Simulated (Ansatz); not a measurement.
Start from LaAlO3 (space group R-3c, No. 167; a = 5.368 Å, c = 13.110 Å (hexagonal axes)).

Calculations: r2SCAN (Ansatz, a program for electronic structure, PAW, no spin-orbit coupling).

One change was made to it. Results:

```tsv
quantity	base	after
smallest direct gap	4.44 eV	4.40 eV
c/a ratio	2.442	2.444
lattice parameter a	5.368 Å	5.331 Å
```

Question: Name the change that was made.
A. pressure 4.2 GPa
B. pressure 9 GPa
C. pressure −1 GPa

Answer: A, pressure 4.2 GPa. For comparison, the smallest direct gap in the other runs: pressure 9 GPa gives 4.35 eV; pressure −1 GPa gives 4.45 eV.

Load acts through the strain it causes; cell and atoms are relaxed under it. Stability against distortions was not tested. No other phases were tried under pressure.
